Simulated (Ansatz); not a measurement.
**ZnSe: stiffness from a series of strains**

```yaml
crystal:
  lattice:
    - [0.00000, 2.83380, 2.83380]
    - [2.83380, 0.00000, 2.83380]
    - [2.83380, 2.83380, 0.00000]
  atoms:
    - { symbol: Zn, position: [0.00000, 0.00000, 0.00000] }
    - { symbol: Se, position: [0.75000, 0.75000, 0.75000] }
```

Atoms are numbered in the order listed.

The cell is COD entry 9008857, as deposited and not checked against the literature; nothing was relaxed.

Method: DFT, PBE, all-electron LAPW, scalar-relativistic in Ansatz 0.2.0.

The runs use a Γ-centred 8×8×8 k mesh, Fermi–Dirac smearing of 0.03 eV, basis error target 1 meV/atom, no spin polarisation.

The strain is applied along the Cartesian axes of the cell as listed (the other components stay zero). Fractional coordinates are held (clamped ions).

σ is the change of stress from the unstrained cell, which is at 2.12 GPa; tension is positive, so slopes are stress–strain coefficients at that pressure.

Only quantities that a quadratic follows smoothly over the whole series are listed; rougher ones are left out.

| εxx = εyy | σzz (GPa) | σxx (GPa) |
| --- | --- | --- |
| -0.0300 | -3.88 | -4.92 |
| -0.0200 | -2.45 | -3.13 |
| -0.0100 | -1.16 | -1.50 |
| 0.0000 | 0.00 | 0.00 |
| 0.0100 | 1.04 | 1.37 |
| 0.0300 | 2.79 | 3.77 |

Problem. Fit the series and read off the stiffness at zero strain.

Solution. Least-squares fits y = p0 + p1 x + p2 x² to the rows give σzz (GPa): p1 = 111, p2 = -610; σxx (GPa): p1 = 145, p2 = -640. So 2 C12 = 111 GPa and C11 + C12 = 145 GPa.

Problem. One run, at εxx = εyy = 0.0200, is withheld. Predict its row.

Solution. The fits give 1.98, 2.64; the run gave 1.96, 2.63.
